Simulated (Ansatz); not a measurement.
The compound is MoS2 (1T sheet).

The cell holds 3 atoms: 1 Mo and 2 S. Its edges and angles: a = 3.089 Å, b = 3.089 Å, c = 29.617 Å, α = 90.0°, β = 90.0°, γ = 120.0°. Vacuum lies along c.

```
Mo S
1.0
     0.00000    2.18434    2.18434
     2.18434   -2.18434    0.00000
    17.09949   17.09949  -17.09949
Mo S
1 2
Direct
  0.00000 0.00000 0.31922
  0.33333 0.66667 0.37326
  0.66667 0.33333 0.26517
```

The structure was relaxed with LDA. The structure was generated from a model, not taken from a measurement. The runs that relaxed it are not among those shown. The program's search for lower electronic states was switched off, so nothing shows that the state found is the lowest. PAW set soft_2, made with PBE.

A constrained-RPA run (Ansatz 0.2.0; non-magnetic LDA; Mo d + anion p, bands v7 to c4, 6×6×1 mesh, medium accuracy) builds 11 functions on bands 12 eV wide, with 14.0 electrons in the window. The bare on-site interaction is 13.3 eV and the bare J 0.49 eV.

Estimate U, U′ and J.

On the Mo d shell, U = 6.62 eV (50 % of the bare value), U′ = 5.85 eV, J = 0.37 eV.

The parent state is non-magnetic and the interaction static (zero frequency); U depends on the window and the orbitals, so it belongs to this model alone. A window that holds the anion p bands defines a model with explicit ligands; its U belongs to that model and is not the U of DFT+U.

[Paths, hosts, dates, memory and timing lines, banners, echoed tables and standing remarks are left out of the program output.]

[Logs are printed without paths, hosts, clocks, repeated set-up lines and the standing remarks that a program may print on its own settings, such as how far it seeks lower states.]

[Runs of the session that timed out or met a known fault of the program may be left out.]

[Hosts, paths, dates, database ids (printed as entryN), source tags and the programs' standing remarks are cut or masked in the printed files.]
